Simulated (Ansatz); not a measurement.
# Structure search for MoS

All numbers below come from DFT PBE, scalar-relativistic, plane waves, PAW in Ansatz. All cells share a 420 eV cutoff and Γ-centred k meshes spaced at most about 0.3 Å⁻¹ (about 0.25 or finer for metals, 2π included). Cells run with spin keep no moment; the others have no spin polarisation.

The zero of energy is the elements' standard structures at the same level; no fitted shifts are applied.

Temperature and zero-point effects are left out. The comparison covers the computed candidates alone. The reference form of S is held partly by dispersion forces, which this level lacks.

Invented guesses were relaxed alike, and ends that match in structure were merged. ΔE counts from the first row. Coordination counts S atoms around Mo (those within 1.25 times the shortest such distance or 1.15 times the sum of covalent radii, 1.27 where that leaves under three). The ends were matched against large subsets of the Crystallography Open Database and the Materials Project, so a missing match doesn't prove that a structure is unreported.

```tsv
#	reached from	type and space group	atoms	Å³/atom	coordination	ΔE (meV/atom)	gap on mesh (eV)	in databases
1	FeSi (B20) type (P2_13)	P2_13 (No. 198)	8	15.3	Mo 4	0	0.00	no match
2	a known structure type	P6_3/mmc (No. 194)	4	14.6	Mo 6	22	0.00	-
3	NbN type (P-6m2)	tungsten carbide, P-6m2 (No. 187)	2	14.6	Mo 6	97	0.00	no match
4	DyAu type (Pm-3m)	caesium chloride, Pm-3m (No. 221)	2	13.6	Mo 8	197	0.00	-
5	a known structure type	zinc blende, F-43m (No. 216)	2	19.0	Mo 4	362	0.00	-
6	hexagonal BN type (P6_3/mmc)	P6_3/mmc (No. 194)	4	17.7	Mo 5	470	0.00	no match
7	AgCl type (Fm-3m)	rock salt, Fm-3m (No. 225)	2	15.2	Mo 6	555	0.00	-
```

The lowest: Space group P2_13 (No. 198), cubic, a = 4.962 Å. Mo has 4 S at 2.36–2.41 Å; S has 4 Mo at 2.36–2.41 Å. Its energy over the elements is −0.35 eV/atom. A negative formation energy is needed for stability but isn't enough: competing phases decide. An observed structure of this formula, if there is one, may be missing.

```
Mo S
1.0
     4.96157    0.00000    0.00000
     0.00000    4.96157    0.00000
     0.00000    0.00000    4.96157
Mo S
4 4
Direct
  0.09693 0.09693 0.09693
  0.40307 0.90307 0.59693
  0.59693 0.40307 0.90307
  0.90307 0.59693 0.40307
  0.81595 0.81595 0.81595
  0.68405 0.18405 0.31595
  0.31595 0.68405 0.18405
  0.18405 0.31595 0.68405
```

The second: Space group P6_3/mmc (No. 194), hexagonal, a = 3.232 Å, c = 6.456 Å. Around Mo lie 6 S at 2.47 Å; around S lie 6 Mo at 2.47 Å. Counting S atoms around Mo, the first has Mo 4 and the second has Mo 6. Cells relaxed within their symmetry can be saddle points. Some structure types and database cells were kept out of the candidates from the start, so a known form may be missing.
